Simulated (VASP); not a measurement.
# PbSe (Clausthalite) (Fm-3m) in VASP: settings compared, part 2 of 2

VASP 6.6.1.

### 5 Single point, PBEsol, non-collinear spin, zero start, spin-orbit coupling

The input, INCAR:

```
SYSTEM = PbSe
ALGO = Fast
EDIFF = 1E-7
ENCUT = 520
GGA = PS
GGA_COMPAT = .FALSE.
ISIF = 2
ISMEAR = 0
LASPH = .TRUE.
LCHARG = .FALSE.
LORBIT = 11
LREAL = .FALSE.
LSORBIT = .TRUE.
LWAVE = .FALSE.
MAGMOM = 0 0 0 0 0 0
NBANDS = 32
NELM = 80
PREC = Accurate
SIGMA = 0.02
```

The input, KPOINTS:

```
k-points
0
G
  8 8 8
  0 0 0
```

The input, POSCAR:

```
PbSe
1.0
    0.0000000000      3.0621500000      3.0621500000
    3.0621500000      0.0000000000      3.0621500000
    3.0621500000      3.0621500000      0.0000000000
Pb Se
1 1
Direct
    0.0000000000      0.0000000000      0.0000000000
    0.5000000000      0.5000000000      0.5000000000
```

Potentials or basis: VASP PAW PBE potentials, release 64 (Pb_d, Se).

On the command line:

```
cat potpaw_PBE.64/Pb_d/POTCAR potpaw_PBE.64/Se/POTCAR > POTCAR
mpirun -np 1 vasp_ncl > vasp.out
```

OUTCAR:

```text
SYSTEM = PbSe
   EDIFF = 1E-7
   ENCUT = 520
   GGA = PS
   ISIF = 2
   ISMEAR = 0
   LASPH = .TRUE.
   LORBIT = 11
   LREAL = .FALSE.
   LSORBIT = .TRUE.
   NELM = 80
   PREC = Accurate

 ion  position               nearest neighbor table
   1  0.000  0.000  0.000-   2 3.06   2 3.06   2 3.06   2 3.06   2 3.06   2 3.06
   2  0.500  0.500  0.500-   1 3.06   1 3.06   1 3.06   1 3.06   1 3.06   1 3.06

  LATTYP: Found a face centered cubic cell.
 ALAT       =     6.1243000000

  Lattice vectors:

 A1 = (   0.0000000000,   3.0621500000,   3.0621500000)
 A2 = (   3.0621500000,   0.0000000000,   3.0621500000)
 A3 = (   3.0621500000,   3.0621500000,   0.0000000000)

Analysis of symmetry for initial positions (statically):
[... 1109 lines left out ...]
     0.0000000     0.0000000     0.0000000     0.0000000     0.0000000     0.0000000     0.0000000
     0.0000000     0.0000000     0.0000000     0.0000000     0.0000000     0.0000000     0.0000000
     0.0000000     0.0000000     0.0000000     0.0000000     0.0000000     0.0000000     0.0000000
     0.0000000     0.0000000     0.0000000     0.0000000     0.0000000     0.0000000     0.0000000
     0.0000000     0.0000000     0.0000000     0.0000000     0.0000000     0.0000000     0.0000000

 total charge

# of ion       s       p       d       tot
------------------------------------------
    1        1.451   0.567   9.839  11.857
    2        1.474   2.297   0.018   3.789
--------------------------------------------------
tot          2.924   2.864   9.857  15.646

 magnetization (x)

# of ion       s       p       d       tot
------------------------------------------
    1        0.000   0.000  -0.000   0.000
    2       -0.000   0.000   0.000  -0.000
--------------------------------------------------
tot          0.000   0.000  -0.000   0.000

 magnetization (y)

# of ion       s       p       d       tot
------------------------------------------
    1       -0.000   0.000  -0.000  -0.000
    2       -0.000  -0.000   0.000  -0.000
--------------------------------------------------
tot         -0.000   0.000  -0.000  -0.000

 magnetization (z)

# of ion       s       p       d       tot
------------------------------------------
    1        0.000   0.000   0.000   0.000
    2        0.000  -0.000   0.000  -0.000
--------------------------------------------------
tot          0.000   0.000   0.000   0.000
```

OSZICAR:

```text
N       E                     dE             d eps       ncg     rms          rms(c)
DAV:   1     0.205401413837E+03    0.20540E+03   -0.89887E+03  1856   0.129E+03
DAV:   2     0.120464269952E+02   -0.19335E+03   -0.18485E+03  1928   0.368E+02
DAV:   3    -0.866077147197E+01   -0.20707E+02   -0.20183E+02  2400   0.136E+02
DAV:   4    -0.952760846222E+01   -0.86684E+00   -0.86526E+00  2184   0.295E+01
DAV:   5    -0.956503144852E+01   -0.37423E-01   -0.37421E-01  2872   0.631E+00    0.257E+00
RMM:   6    -0.934798593046E+01    0.21705E+00   -0.25336E-01  2118   0.327E+00    0.149E+00
RMM:   7    -0.934572918522E+01    0.22567E-02   -0.97370E-02  2663   0.190E+00    0.823E-01
RMM:   8    -0.934532071427E+01    0.40847E-03   -0.57450E-03  2215   0.955E-01    0.437E-01
RMM:   9    -0.934564580268E+01   -0.32509E-03   -0.19625E-03  2953   0.442E-01    0.103E-01
RMM:  10    -0.934553836631E+01    0.10744E-03   -0.81727E-04  2438   0.269E-01    0.396E-02
RMM:  11    -0.934555040784E+01   -0.12042E-04   -0.17713E-04  2376   0.165E-01    0.135E-02
RMM:  12    -0.934555319756E+01   -0.27897E-05   -0.73896E-05  3077   0.756E-02    0.573E-03
RMM:  13    -0.934555376793E+01   -0.57037E-06   -0.96094E-06  2910   0.246E-02    0.551E-03
RMM:  14    -0.934555382460E+01   -0.56669E-07   -0.13095E-06  2690   0.981E-03    0.515E-03
RMM:  15    -0.934555357000E+01    0.25460E-06   -0.39239E-07  2158   0.691E-03    0.175E-03
RMM:  16    -0.934555347312E+01    0.96879E-07   -0.14668E-07  1983   0.296E-03
   1 F= -.93455535E+01 E0= -.93455535E+01  d E =-.101868E-10  mag=    -0.0000    -0.0000     0.0000
```

stdout:

```text
POSCAR found type information on POSCAR PbSe
 POSCAR found :  2 types and       2 ions
 scaLAPACK will be used
 -----------------------------------------------------------------------------
|                                                                             |
|                                                                             |
|     You enforced a specific xc type in the INCAR file but a different       |
|     I HOPE YOU KNOW WHAT YOU ARE DOING!                                     |
|                                                                             |
 -----------------------------------------------------------------------------

 LDA part: xc-table for (Slater+PW92), standard interpolation
 POSCAR, INCAR and KPOINTS ok, starting setup
 FFT: planning ... GRIDC
 FFT: planning ... GRID_SOFT
 FFT: planning ... GRID
 WAVECAR not read
 entering main loop
```

Run time: 3.2 min. Hardware: 1 thread of Intel Xeon Platinum 8259CL at 2.50GHz (Skylake/Cascade Lake), shared host; peak memory 0.34 GiB.

Results:

```yaml
Free_energy: -9.3456 eV
Pressure: -0.9 GPa
Net_moment: 0.00 μB per cell
Valence_electrons_inside_the_program's_atomic_spheres: Pb 11.86; Se 3.79
```

Moments on the atoms (μB; x, y, z):
```
Pb  0.00 0.00 0.00
Se  0.00 0.00 0.00
```

Caveat: the PAW data sets were made with another functional, which shifts forces and pressure a little.

### 6 Single point, PBE

The input, INCAR:

```
ALGO = Normal
EDIFF = 1E-6
ENCUT = 520
GGA = PE
ISIF = 2
ISMEAR = 0
LASPH = True
LCHARG = True
LELF = True
LREAL = False
LVHAR = True
LWAVE = False
NELM = 60
PREC = Accurate
SIGMA = 0.02
```

The input, KPOINTS:

```
k-points
0
Gamma
  8 8 8
```

POSCAR is that of step 5.

Potentials or basis: VASP PAW PBE potentials, release 64 (Pb_d, Se).

On the command line:

```
cat potpaw_PBE.64/Pb_d/POTCAR potpaw_PBE.64/Se/POTCAR > POTCAR
mpirun -np 1 vasp_std > vasp.out
```

Wall time 12 s (1 thread of Intel Xeon Platinum 8559C (Emerald Rapids), shared host); peak memory 0.18 GiB.

The run converged. Its results:

```
Free energy            : -8.1796 eV
Pressure               : 2.3 GPa
Band gap on the k mesh : 0.30 eV, direct
```

Levels at points of the mesh, in eV from the valence-band top:
| k point | band 8 | band 9 | band 10 | band 11 | band 12 | band 13 |
| --- | --- | --- | --- | --- | --- | --- |
| (0.00, 0.00, 0.00) | -1.87 | -1.87 | -1.87 | 4.71 | 4.71 | 4.71 |
| (0.50, 0.00, 0.00) | -1.46 | -1.46 | 0.00 | 0.30 | 1.70 | 1.70 |
| (0.50, 0.50, 0.00) | -4.97 | -3.23 | -3.23 | 3.70 | 5.61 | 5.61 |

Caveat: spin-orbit coupling is left out, which as a rule narrows the gap of such compounds by several tenths of an eV.

### 7 The runs side by side

| task | level | spin | cell | gap on the mesh (eV) | pressure (GPa) | moment (μB) | relaxed volume (Å³/atom) |
| --- | --- | --- | --- | --- | --- | --- | --- |
| single point | SCAN | non-collinear, zero start, SOC | as given | - | 0.5 | 0.00 | - |
| relaxation of cell and atoms | PBEsol | off | relaxed | 0.17 | 0.0 | - | 28.41 |
| relaxation of cell and atoms | SCAN | off | relaxed | 0.56 | 0.0 | - | 29.16 |
| single point | PBEsol | non-collinear, zero start, SOC | as given | - | -0.9 | 0.00 | - |
| single point | PBE | off | as given | 0.30 | 2.3 | - | - |

Alike in all rows: potentials or basis VASP PAW PBE potentials, release 64 (Pb_d, Se); k mesh 8 × 8 × 8; cutoff (eV) 520; smearing gaussian 0.02 eV.

The pressure there spans -0.9 GPa (PBEsol) to 2.3 GPa (PBE); a positive pressure means that this level wants a larger cell, a negative one a smaller.

Caveats: the PAW data sets were made with another functional, which shifts forces and pressure a little (some runs); spin-orbit coupling is left out, which as a rule narrows the gap of such compounds by several tenths of an eV (some runs).

Total energies depend on the potentials used, so only differences within one code and one set of settings carry meaning.

### 8 Against experiment

Step 6. Measured gap of PbSe: 0.15 eV (direct; 4.2 K; a printed reference work, monograph). This calculation gives 0.30 eV (+0.15 eV). 2 values of this kind are on record (0.15 to 0.28 eV); this one was drawn at random. Spin-orbit coupling on Pb, Se is left out. The value is that of PBE on a finite k mesh, which can miss the band edges, without temperature or zero-point motion.
